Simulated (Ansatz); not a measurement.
Crystal: Si2W.

```xyz
3
Lattice="-1.6069 1.6069 3.9150 1.6069 -1.6069 3.9150 1.6069 1.6069 -3.9150" Properties=species:S:1:pos:R:3 pbc="T T T"
W     0.0000    0.0000    0.0000
Si    0.0000    0.0000    5.2092
Si    0.0000    0.0000    2.6207
```

* Program: Ansatz 0.2.0
* Task: single point
* Functional: PBEsol
* Potentials or basis: all-electron LAPW, scalar-relativistic
* Cutoff: 239 eV (chosen from the basis error)
* Basis error allowed: 0.001 eV/atom
* k mesh: 12 × 12 × 12
* Occupations: fermi-dirac, width 0.05 eV
* Spin: no spin polarisation

On this cell: pressure -2.0 GPa; largest force 0.019 eV/Å; band gap on the k mesh none (metal or under the smearing width).

The same run follows on a disturbed copy (atoms moved at random, drawn with an rms of 0.05 Å):

```
W Si
1.0
    -1.60690    1.60690    3.91495
     1.60690   -1.60690    3.91495
     1.60690    1.60690   -3.91495
W Si
1 2
Direct
  0.01217 0.99806 0.01179
  0.68165 0.65326 0.00829
  0.33466 0.31453 0.97355
```

**Question.** What does the disturbed cell give?

**Answer.** The energy (extrapolated to zero smearing) moves by +14.9 meV/atom; pressure -1.0 GPa; largest force 0.911 eV/Å; band gap on the k mesh none (metal or under the smearing width).

Forces in eV/Å, atoms in the order of the input:
```
W   -0.560 -0.208  0.205
Si   0.027 -0.293  0.337
Si   0.533  0.501 -0.542
```

Stress tensor (GPa, compression positive):
```
-1.28  0.49 -0.41
 0.49 -1.24 -0.58
-0.41 -0.58 -0.60
```
